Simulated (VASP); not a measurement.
Sn, 2 atoms in the cell. It takes space group Fd-3m (No. 227, cubic). The conventional cell has a = 6.580 Å, b = 6.580 Å, c = 6.580 Å, α = 90.00°, β = 90.00°, γ = 90.00°. Sn (site symmetry -43m) has 4 Sn at 2.85 Å as nearest neighbours. This isn't the form of Sn at room conditions, which is tetragonal (white tin). The cell isn't the ideal one: a relaxed cell with its volume scaled by 1.02.

* Program: VASP 6.6.1
* Task: relaxation of the atoms
* Functional: PBEsol
* Potentials or basis: VASP PAW PBE potentials, release 64 (Sn_d)
* Cutoff: 600 eV
* k mesh: 10 × 10 × 10
* Occupations: gaussian, width 0.03 eV
* Spin: no spin polarisation
* Further INCAR settings: ALGO = Fast; EDIFF = 1e-07; IBRION = 2; EDIFFG = -0.01; NSW = 40

Potentials or basis: VASP PAW PBE potentials, release 64 (Sn_d).

Run with:

```console
$ cat potpaw_PBE.64/Sn_d/POTCAR > POTCAR
$ mpirun -np 1 vasp_std > vasp.out
```

Hardware: 1 thread of Intel(R) Xeon(R) Platinum 8559C (Emerald Rapids) (shared host).

Task: Estimate the wall time of this run.

Result: It took 51 s on 1 thread of Intel(R) Xeon(R) Platinum 8559C (Emerald Rapids), on a shared host, peak memory 0.26 GiB. Counts: scf iterations 14, k points 47, ion steps 1.
